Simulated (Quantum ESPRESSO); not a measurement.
A run of Quantum ESPRESSO 7.5:

Contents of pw.in:

```
&CONTROL
  calculation = 'scf'
  prefix = 'pwscf'
  outdir = './tmp'
  pseudo_dir = './pseudo'
  tprnfor = .true.
  tstress = .true.
  disk_io = 'low'
/
&SYSTEM
  ibrav = 0
  nat = 1
  ntyp = 1
  ecutwfc = 70
  nbnd = 10
  input_dft = 'r2scan'
  occupations = 'smearing'
  smearing = 'fd'
  degauss = 0.00367493
  nosym = .true.
/
&ELECTRONS
  conv_thr = 1d-08
  electron_maxstep = 120
  mixing_beta = 0.5
/
ATOMIC_SPECIES
K     39.0983 K_ONCV_PBE-1.2.upf
CELL_PARAMETERS angstrom
  -2.6975585167    2.6975585167    2.6975585167
   2.6975585167   -2.6975585167    2.6975585167
   2.6975585167    2.6975585167   -2.6975585167
ATOMIC_POSITIONS angstrom
K      0.0000000000    0.0000000000    0.0000000000
K_POINTS automatic
5 5 5 0 0 0
```

bands.in

```
&CONTROL
  calculation = 'bands'
  prefix = 'pwscf'
  outdir = './tmp'
  pseudo_dir = './pseudo'
  disk_io = 'low'
  verbosity = 'high'
/
&SYSTEM
  ibrav = 0
  nat = 1
  ntyp = 1
  ecutwfc = 70
  nbnd = 10
  input_dft = 'r2scan'
  occupations = 'smearing'
  smearing = 'fd'
  degauss = 0.00367493
  nosym = .true.
/
&ELECTRONS
  conv_thr = 1d-08
  electron_maxstep = 120
  mixing_beta = 0.5
  diago_full_acc = .true.
  startingwfc = 'random'
/
ATOMIC_SPECIES
K     39.0983 K_ONCV_PBE-1.2.upf
CELL_PARAMETERS angstrom
  -2.6975585167    2.6975585167    2.6975585167
   2.6975585167   -2.6975585167    2.6975585167
   2.6975585167    2.6975585167   -2.6975585167
ATOMIC_POSITIONS angstrom
K      0.0000000000    0.0000000000    0.0000000000
K_POINTS crystal
60
 0.0000000000  0.0000000000  0.0000000000 1
 0.0416666667 -0.0416666667  0.0416666667 1
 0.0833333333 -0.0833333333  0.0833333333 1
 0.1250000000 -0.1250000000  0.1250000000 1
 0.1666666667 -0.1666666667  0.1666666667 1
 0.2083333333 -0.2083333333  0.2083333333 1
 0.2500000000 -0.2500000000  0.2500000000 1
 0.2916666667 -0.2916666667  0.2916666667 1
 0.3333333333 -0.3333333333  0.3333333333 1
 0.3750000000 -0.3750000000  0.3750000000 1
 0.4166666667 -0.4166666667  0.4166666667 1
 0.4583333333 -0.4583333333  0.4583333333 1
 0.5000000000 -0.5000000000  0.5000000000 1
 0.4375000000 -0.4375000000  0.5000000000 1
 0.3750000000 -0.3750000000  0.5000000000 1
 0.3125000000 -0.3125000000  0.5000000000 1
 0.2500000000 -0.2500000000  0.5000000000 1
 0.1875000000 -0.1875000000  0.5000000000 1
 0.1250000000 -0.1250000000  0.5000000000 1
 0.0625000000 -0.0625000000  0.5000000000 1
 0.0000000000  0.0000000000  0.5000000000 1
 0.0000000000  0.0000000000  0.4444444444 1
 0.0000000000  0.0000000000  0.3888888889 1
 0.0000000000  0.0000000000  0.3333333333 1
 0.0000000000  0.0000000000  0.2777777778 1
 0.0000000000  0.0000000000  0.2222222222 1
 0.0000000000  0.0000000000  0.1666666667 1
 0.0000000000  0.0000000000  0.1111111111 1
 0.0000000000  0.0000000000  0.0555555556 1
 0.0000000000  0.0000000000  0.0000000000 1
 0.0227272727  0.0227272727  0.0227272727 1
 0.0454545455  0.0454545455  0.0454545455 1
 0.0681818182  0.0681818182  0.0681818182 1
 0.0909090909  0.0909090909  0.0909090909 1
 0.1136363636  0.1136363636  0.1136363636 1
 0.1363636364  0.1363636364  0.1363636364 1
 0.1590909091  0.1590909091  0.1590909091 1
 0.1818181818  0.1818181818  0.1818181818 1
 0.2045454545  0.2045454545  0.2045454545 1
 0.2272727273  0.2272727273  0.2272727273 1
 0.2500000000  0.2500000000  0.2500000000 1
 0.2708333333  0.1875000000  0.2708333333 1
 0.2916666667  0.1250000000  0.2916666667 1
 0.3125000000  0.0625000000  0.3125000000 1
 0.3333333333  0.0000000000  0.3333333333 1
 0.3541666667 -0.0625000000  0.3541666667 1
 0.3750000000 -0.1250000000  0.3750000000 1
 0.3958333333 -0.1875000000  0.3958333333 1
 0.4166666667 -0.2500000000  0.4166666667 1
 0.4375000000 -0.3125000000  0.4375000000 1
 0.4583333333 -0.3750000000  0.4583333333 1
 0.4791666667 -0.4375000000  0.4791666667 1
 0.5000000000 -0.5000000000  0.5000000000 1
 0.2500000000  0.2500000000  0.2500000000 1
 0.2083333333  0.2083333333  0.2916666667 1
 0.1666666667  0.1666666667  0.3333333333 1
 0.1250000000  0.1250000000  0.3750000000 1
 0.0833333333  0.0833333333  0.4166666667 1
 0.0416666667  0.0416666667  0.4583333333 1
 0.0000000000  0.0000000000  0.5000000000 1
```

Potentials or basis: SG15 PBE 1.2.

The run is started by

```sh
$ OMP_NUM_THREADS=1 pw.x -in pw.in > pw.out
$ OMP_NUM_THREADS=1 pw.x -in bands.in > bands.out
```

Hardware: 1 thread of Arm Neoverse V1, on a shared host.

**Question.** Estimate the wall time of this run.

**Answer.** It took 6 min on 1 thread of Arm Neoverse V1, on a shared host, peak memory 0.13 GiB. Counts: scf iterations 8, k pools 1, bands 10, k points 63, g dense 41907.
